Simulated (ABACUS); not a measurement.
Input of an ABACUS 3.10.1 run:

The input INPUT:

```
INPUT_PARAMETERS
suffix              TiO2
calculation         scf
basis_type          pw
pseudo_dir          ./
symmetry            1
dft_functional      pbe
ecutwfc             84
pseudo_rcut         10
nspin               1
nbands              29
ks_solver           dav
smearing_method     fd
smearing_sigma      0.00367493
scf_thr             1e-08
scf_nmax            100
mixing_type         broyden
mixing_beta         0.7
cal_force           1
cal_stress          1
out_chg             1
out_pot             2
out_elf             1
```

Contents of STRU:

```
ATOMIC_SPECIES
Ti 47.8670 Ti.upf
O 15.9990 O.upf

LATTICE_CONSTANT
1.8897261246

LATTICE_VECTORS
4.5998373239 0.0000000000 0.0000000000
0.0000000000 4.5998373239 0.0000000000
0.0000000000 0.0000000000 2.9592135600

ATOMIC_POSITIONS
Direct

Ti
0.0
2
0.0000000000 0.0000000000 0.5000000000 1 1 1
0.5000000000 0.5000000000 0.0000000000 1 1 1

O
0.0
4
0.3043213200 0.3043213200 0.5000000000 1 1 1
0.1956786800 0.8043213200 0.0000000000 1 1 1
0.8043213200 0.1956786800 0.0000000000 1 1 1
0.6956786800 0.6956786800 0.5000000000 1 1 1
```

KPT

```
K_POINTS
0
Gamma
6 6 9 0 0 0
```

Potentials or basis: PseudoDojo NC SR 0.4.1 PBE standard, plane waves.

Run with:

```sh
$ OMP_NUM_THREADS=1 mpirun -np 4 abacus > log
```

Problem. Predict the band gap on the k mesh.

Solution. 1.88 eV, direct.

Problem. What does it give for the largest force?

Solution. 0.019 eV/Å.

Problem. What does it give for the pressure?

Solution. 3.6 GPa.

Stress tensor (GPa, compression positive):
```
3.88 0.00 0.00
0.00 3.88 0.00
0.00 0.00 3.12
```

Caveat: there are fewer bands than atomic start orbitals, so a level may be missed at k points of high symmetry; an odd mesh through Γ misses points on the zone boundary, where band edges often lie.

The gap isn't set beside the measured one, since this odd mesh misses points on the zone boundary.
